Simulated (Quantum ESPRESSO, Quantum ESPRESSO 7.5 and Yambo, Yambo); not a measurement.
## MgO (Fm-3m): one start, several treatments of the self-energy

Wanted: the gap of MgO (Fm-3m) under several approximations, with cost.

Main program and level: Quantum ESPRESSO 7.5 and Yambo 5.3.0; PBE and many-body steps on it, plane waves.

**Experimental background.**

- Gap 7.83 eV: literature experimental gap; bulk crystal (quoted in “Electronic structure of alkaline earth and post-transition metal oxides”, 2009, arxiv:0908.1581).

## 1. The structure

Symmetry: Fm-3m, No. 225, cubic system. Conventional cell: a = 4.194 Å, b = 4.194 Å, c = 4.194 Å, α = 90.00°, β = 90.00°, γ = 90.00°. Nearest to Mg lie 6 O at 2.10 Å. O has 6 Mg at 2.10 Å nearest. Farther neighbours and most contacts between anions are not listed.

The cell and positions are those that the Materials Project relaxed with its own functionals (PBE, PBE+U or r2SCAN), kept fixed.

## 2. Empty states on the mesh, 8×8×8 mesh, 225 bands

This step: Quantum ESPRESSO 7.5; DFT, PBE, plane waves, norm-conserving pseudopotentials.

The sums over transitions need many empty states on a uniform mesh; this step solves for them.

pw.in reads:

```
&control
  calculation = 'nscf'
  prefix = 'x'
  outdir = 'o'
  pseudo_dir = 'pseudo'
/
&system
  ibrav = 0
  nat = 2
  ntyp = 2
  ecutwfc = 76.0
  nbnd = 225
  force_symmorphic = .true.
/
&electrons
  conv_thr = 1e-9
  electron_maxstep = 80
  diago_full_acc = .true.
  diago_thr_init = 5e-6
/
ATOMIC_SPECIES
  Mg 24.305 Mg.upf
  O 15.999 O.upf
CELL_PARAMETERS angstrom
  -0.0000000000 2.0970013927 2.0970013927
  2.0970013927 -0.0000000000 2.0970013927
  2.0970013927 2.0970013927 -0.0000000000
ATOMIC_POSITIONS crystal
  Mg 0.0000000000 0.0000000000 0.0000000000
  O 0.5000000000 0.5000000000 0.5000000000
K_POINTS automatic
  8 8 8 0 0 0
```

Launch:

```sh
$ OMP_NUM_THREADS=1 mpirun -n 8 pw.x -nk 4 -in pw.in > pw.out
```

Log:

```text
Program PWSCF v.7.5 starts

     This program is part of the open-source Quantum ESPRESSO suite
     for quantum simulation of materials; please cite
         "P. Giannozzi et al., J. Phys.:Condens. Matter 21 395502 (2009);
         "P. Giannozzi et al., J. Phys.:Condens. Matter 29 465901 (2017);
         "P. Giannozzi et al., J. Chem. Phys. 152 154105 (2020);
     in publications or presentations arising from this work. More details at

     Atomic positions and unit cell read from directory:
     o/x.save/

     Message from routine setup:
[...]
296.7367

          k = 0.1768 0.1768-0.1768 (  1390 PWs)   bands (ev):

[...]
136.6250 138.6922 139.5210 139.5210 141.4234 141.4234 143.7567 147.0647
     [... 17 further rows ...]
   293.5458 293.9473 293.9473 294.3713 296.4285 296.4718 296.4718 297.1154
   297.3947

          k = 0.2652 0.2652-0.2652 (  1410 PWs)   bands (ev):

     [... further k-points ...]

     highest occupied, lowest unoccupied level (ev):     8.2133   13.1082

     XML data file, pseudopotentials, collected wavefunctions

=------------------------------------------------------------------------------=
   JOB DONE.
=------------------------------------------------------------------------------=
```

Wall time 29 s (8 MPI ranks of Arm Neoverse N1, shared host); peak memory 0.5 GiB.

This step gave:

- gap: 4.895 eV
- k of the valence top: 0, 0, 0
- k of the conduction bottom: 0, 0, 0
- least direct gap: 4.895 eV
- k points computed: 29
- lowest point of the top converged band, above the valence top: 282.5542 eV

On this mesh the gap is 4.895 eV.

The density comes from a self-consistent run that is not shown.

## 3. Conversion and set-up

This step: Yambo 5.3.0; conversion and set-up on PBE, plane waves, norm-conserving pseudopotentials.

The states are converted to the many-body program's format and the q mesh is built.

Launch:

```sh
$ (cd o/x.save; p2y > p2y.log; mv SAVE ../..); yambo > setup.log
```

Log:

```text
 Yambo, version 5.3.0

 [02] CORE Variables Setup
 =========================

  [02.01] Unit cells
  ==================

  Cell kind             :  FCC
  Atoms in the cell     :  Mg  O
  number of Mg atoms    :  1
  number of O  atoms    :  1

  List of atomic masses
  Mass of Mg    :  24.30500
  Mass of O     :  15.99900

  List of atomic coordinates    : [cc]
  Mg1       :  0.000000  0.000000  0.000000  order 1
  O1       :  3.962758  3.962758  3.962758  order 2

  Alat factors          :  3.962758  3.962758  3.962758 [a.u.]
  Direct lattice volume :  124.4580 [a.u.]
[...]
Q [ 1]         [rlu]:  0.000000  0.000000  0.000000
 Q [ 2]         [rlu]: -0.32851E-17 -0.32851E-17  0.12500
 Q [ 3]         [rlu]: -0.65702E-17 -0.65702E-17  0.25000
[...]
Q [ 8]         [rlu]: -0.65702E-17  0.12500      0.37500
 Q [ 9]         [rlu]:  0.60166E-16  0.12500      0.50000
 Q [10]         [rlu]:  0.13140E-16  0.12500     -0.37500
     [... 17 further rows ...]
 Q [28]         [rlu]:  0.125000 -0.500000 -0.375000
 Q [29]         [rlu]:  0.250000 -0.500000 -0.250000

  [03.01] X indexes
  =================

   [03.01.01] Sigma indexes
   ========================

 [06] Game Over & Game summary
```

It took 2.8 s on 1 MPI rank; peak memory 0.24 GiB.

## 4. G0W0, Godby-Needs plasmon pole

Now the one-shot GW correction: screening in the RPA, then the self-energy of the levels asked for.

This step: G0W0 on PBE, plane waves, norm-conserving pseudopotentials.

gw2.in reads:

```
HF_and_locXC
gw0
dyson
ppa
em1d
rim_cut
RandQpts= 1000000
RandGvec= 1 RL
EXXRLvcs= 76 Ry
VXCRLvcs= 304 Ry
Chimod= "HARTREE"
% BndsRnXp
 1 | 96 |
%
NGsBlkXp= 17 Ry
% LongDrXp
 1 | 1 | 1 |
%
% GbndRnge
 1 | 96 |
%
DysSolver= "n"
ExtendOut
PPAPntXp= 27.21138 eV
% QPkrange
 1 | 1 | 7 | 10 |
%
```

Launch:

```sh
$ OMP_NUM_THREADS=1 mpirun -n 8 yambo -F gw2.in -J gw2 -C gw2 > gw2.log
```

Log:

```text
 Yambo, version 5.3.0

 [02] CORE Variables Setup
 =========================

  [... cell, symmetries and grids as in the set-up ...]

  [02.05] Energies & Occupations
  ==============================

  [X] === General ===
  [X] Electronic Temperature                        :  0.000000  0.000000 [eV K]
  [X] Bosonic    Temperature                        :  0.000000  0.000000 [eV K]
  [X] Finite Temperature mode                       : no
  [X] El. density                                   :  0.86755E+24 [cm-3]
  [X] Fermi Level                                   :  8.213321 [eV]

  [X] === Gaps and Widths ===
  [X] Conduction Band Min                           :  4.894832 [eV]
  [X] Valence Band Max                              :  0.000000 [eV]
  [X] Filled Bands                                  :   8
  [X] Empty Bands                                   :    9  225
  [X] Direct Gap                                    :  4.894832 [eV]
  [X] Direct Gap localized at k                     :  1
  [X] Indirect Gap                                  :  4.894832 [eV]
  [X] Indirect Gap between kpts                     :  1  1
  [X] Last valence band width                       :  1.776111 [eV]
  [X] 1st conduction band width                     :  6.880121 [eV]

 [03] Transferred momenta grid and indexing
 ==========================================

 IBZ Q-points                                      :  29
 BZ  Q-points                                      :   512

 K/Q-points units:
 rlu = crystal or reduced units; cc = cartesian coordinates; iku = interal k-units

 Q [ 1]         [rlu]:  0.000000  0.000000  0.000000
 Q [ 2]         [rlu]: -0.32851E-17 -0.32851E-17  0.12500
 Q [ 3]         [rlu]: -0.65702E-17 -0.65702E-17  0.25000
 Q [ 4]         [rlu]:  0.33905E-17  0.33905E-17  0.37500
 Q [ 5]         [rlu]:  0.13140E-16  0.13140E-16 -0.50000
 Q [ 6]         [rlu]: -0.67787E-18  0.12500      0.12500
 Q [ 7]         [rlu]: -0.69125E-17  0.12500      0.25000
 Q [ 8]         [rlu]: -0.65702E-17  0.12500      0.37500
 Q [ 9]         [rlu]:  0.60166E-16  0.12500      0.50000
 Q [10]         [rlu]:  0.13140E-16  0.12500     -0.37500
     [... 17 further rows ...]
 Q [28]         [rlu]:  0.125000 -0.500000 -0.375000
 Q [29]         [rlu]:  0.250000 -0.500000 -0.250000

 [04] Coloumb potential Random Integration (RIM)
 ===============================================

  [04.01] RIM initialization
  ==========================

  * Diagonal components only detected *

  8 x (sBL volume)        :  0.031141 [a.u.]
  sBZ random points       :  1000000
  Points outside the sBZ  :   7968281
  RL volume               :  1.993044 [a.u.]
  Integrated volume       :  2.000977 [a.u.]

  [04.02] RIM integrals
  =====================

  Gamma point sphere radius             :  0.057068 [a.u.]
  Points outside the sphere             :   800476
  [Int_sBZ(q=0) 1/q^2]*(Vol_sBZ)^(-1/3) =:  7.776341
                                 should be <:  7.795600

  Summary of Coulomb integrals for non-metallic bands |Q|[au] RIM/Bare

  Q [1] 0.100000E-4 0.997530 * Q [2] 0.171642 1.068862
  Q [6] 0.198195 1.067204 * Q [12] 0.280290 1.029264
  Q [7] 0.328669 1.022872 * Q [3] 0.343283 1.020683
  Q [13] 0.396390 1.016961 * Q [11] 0.431956 1.014228
  Q [22] 0.443177 1.014089 * Q [8] 0.485476 1.012339
  Q [14] 0.514925 1.011441 * Q [4] 0.514925 1.011454
[...]
Q [27] 0.714602 1.007600 * Q [24] 0.741577 1.007368
  Q [26] 0.761182 1.007327 * Q [21] 0.792779 1.007291
  Q [28] 0.817178 1.007124 * Q [20] 0.840869 1.006551
  Q [29] 0.886354 1.006669

 [WARNING] [Xp] User bands 1-96 break level degeneracy

 [05] Dipoles
 ============

  [05.01] Setup: observables and procedures
  =========================================

 [06] Dynamic Dielectric Matrix (PPA)
 ====================================

 [SLK-Inversion]  Pools        :  2
 [SLK-Inversion]  BLACS grid   :  2  2

 [WR./gw2//ndb.pp]---------------------------------------------------------------
  Brillouin Zone Q/K grids (IBZ/BZ)                :    29   512    29   512
  RL vectors                                       :  1893 [WF]
  Coulomb cutoff potential                         : none
  Electronic Temperature                           :  0.000000 [K]
  Bosonic    Temperature                           :  0.000000 [K]
  PPA    diel. fun.  energies                      : Perdew, Burke & Ernzerhof(X)+Perdew, Burke & Ernzerhof(C)
  wavefunctions                                    : Perdew, Burke & Ernzerhof(X)+Perdew, Burke & Ernzerhof(C)
  Global Gauge                                     : length
  X matrix size                                    :  181
  X band range                                     :    1   96
  X e/h energy range                               : -1.000000 -1.000000 [eV]
  X Time ordering                                  : R
  X Hxc Kernel                                     : HARTREE
  X Drude frequency                                :  0.000000  0.000000
  X poles                                          :  100.0000 [o/o]
  RL vectors in the sum                            :  1893
  [r,Vnl] included                                 : yes
  Field direction                                  :  0.577350E-5  0.577350E-5  0.577350E-5
  BZ energy Double Grid                            : no
  BZ energy DbGd points                            : 0
  BZ Q point size factor                           : -1.000000
  X Optical Averaged directions                    : none

 [07] Local Exchange-Correlation + Non-Local Fock
 ================================================

 [VXC] Plane waves :  11113
 [EXS] Plane waves :  1459

 QP @ state[ 1 ] K range:  1  1
 QP @ state[ 1 ] b range:   7  10

 [xc] Functional : Perdew, Burke & Ernzerhof(X)+Perdew, Burke & Ernzerhof(C)
 [xc] LIBXC used to calculate xc functional
  PP Number of Atomic Species                      :  2
  NLCC RL compoments                               :  11113
  PP Number of Atomic Species                      :  2
  NLCC RL compoments                               :  11113

 [xc] E_xc :  -11.59297 [Ha]
      E_xc :  -23.18594 [Ry]

  Local XC kind (lXC) : Perdew, Burke & Ernzerhof(X)+Perdew, Burke & Ernzerhof(C)
  Non-Local XC kind (nlXC) : Hartree-Fock

  Corrections @ K [1] :  [eV]
 <7|nlXC|7> = -25.61611  0.10830E-16 <7|lXC|7> = -20.15353 -0.75530E-15
 <8|nlXC|8> = -25.61611  0.21430E-17 <8|lXC|8> = -20.15353  0.67307E-20
 <9|nlXC|9> = -9.030789 -0.81565E-18 <9|lXC|9> = -13.56162 -0.94412E-16
 <10|nlXC|10> = -3.745185 -0.15872E-18 <10|lXC|10> = -9.643495  0.70799E-16

 [08] Dyson equation: Newton solver
 ==================================

  [08.01] G0W0 (W PPA)
  ====================

  [  GW  ] Bands range     :    1   96
  [GW/PPA] G damping       :  0.100000 [eV]

  QP @ state[ 1 ] K range:  1  1
  QP @ state[ 1 ] b range:   7  10

   Sc/G bands                                       :    1   96
   Sc/G damping                                     :  0.100000 ev
   Sc bands terminator                              : no
   Sx RL components                                 :  1459

   QP @ state[ 1 ] K range                          :  1  1
   QP @ state[ 1 ] b range                          :   7  10
   GF energies kind                                 : Perdew, Burke & Ernzerhof(X)+Perdew, Burke & Ernzerhof(C)
   GF WF`s kind                                     : Perdew, Burke & Ernzerhof(X)+Perdew, Burke & Ernzerhof(C)
   Xs energies kind                                 : Perdew, Burke & Ernzerhof(X)+Perdew, Burke & Ernzerhof(C)
   Xs WF`s kind                                     : Perdew, Burke & Ernzerhof(X)+Perdew, Burke & Ernzerhof(C)

 [11] Game Over & Game summary
```

Run time: 7.2 min. Hardware: 8 MPI ranks; peak memory 3.1 GiB; 57 min of CPU time.

Numbers from this step:

| Item | Value |
| --- | --- |
| G0W0 gap on the points computed | 7.173 eV |
| starting gap on the mesh | 4.895 eV |
| k of the valence top | 0, 0, 0 |
| k of the conduction bottom | 0, 0, 0 |
| least direct G0W0 gap on the computed points | 7.173 eV |
| Z at the valence top | 0.8025 |
| Z at the conduction bottom | 0.8509 |

The gap on the mesh goes from 4.89 eV to 7.17 eV, a correction of +2.28 eV.

(Continued in part 2 of 2.)

[Paths, hosts, dates, memory and timing lines, banners, echoed tables and standing remarks are left out of the program output.]

[Logs are printed without paths, hosts, clocks, repeated set-up lines and the standing remarks that a program may print on its own settings, such as how far it seeks lower states.]

[Runs of the session that timed out or met a known fault of the program may be left out.]

[Hosts, paths, dates, database ids (printed as entryN), source tags and the programs' standing remarks are cut or masked in the printed files.]
